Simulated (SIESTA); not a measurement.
The system is NiO.

```
Ni O
1.0
     0.00000    2.08590    2.08590
     2.08590    0.00000    2.08590
     2.08590    2.08590    0.00000
Ni O
1 1
Direct
  0.00000 0.00000 0.00000
  0.50000 0.50000 0.50000
```

Program: SIESTA 5.4.2. Alike in all runs: spin collinear, ferromagnetic start; cell as given; smearing fermi-dirac 0.05 eV; grid cutoff 800 Ry.

**Question.** Order these runs on this cell by their pressure, lowest first.
A. level PBEGcGxLO+U; potentials or basis PseudoDojo 0.4 standard (PBE files), TZDP (energy shift 0.01 Ry); U Ni d U = 4.5 eV; k mesh 11 × 11 × 11; hubbard projector method 1; U from the first cycle yes; broadening (eV) 0.2 eV; window from (eV) -10 eV; window to (eV) 15 eV; energy shift 0.01 Ry
B. level B86bPBE; potentials or basis PseudoDojo 0.4 standard (PBE files), DZP (energy shift 0.002 Ry); k mesh 11 × 11 × 11; energy shift 0.002 Ry
C. level LDA; potentials or basis PseudoDojo 0.4 standard (LDA files), TZP (energy shift 0.002 Ry); k mesh 8 × 8 × 8; energy shift 0.002 Ry
D. level PBEsol; potentials or basis PseudoDojo 0.4 standard (PBEsol files), TZP (energy shift 0.002 Ry); k mesh 8 × 8 × 8; energy shift 0.002 Ry

**Answer.** C (-18.9 GPa), D (-9.8 GPa), A (-2.3 GPa), B (8.1 GPa).

Caveats: semicore shells carry a single zeta, which can move pressures by several GPa and volumes by a few percent; the basis of atomic orbitals isn't converged, which shifts pressures, moduli and gaps; a cell with one magnetic atom can't hold antiferromagnetic order, which such compounds often take; the potentials were made for another functional, which shifts forces and pressure (some runs); so large a pressure means that the cell lies far from this level's equilibrium, or that cutoff or potentials fall short (some runs).

Runs at the PBE level aren't shown here.
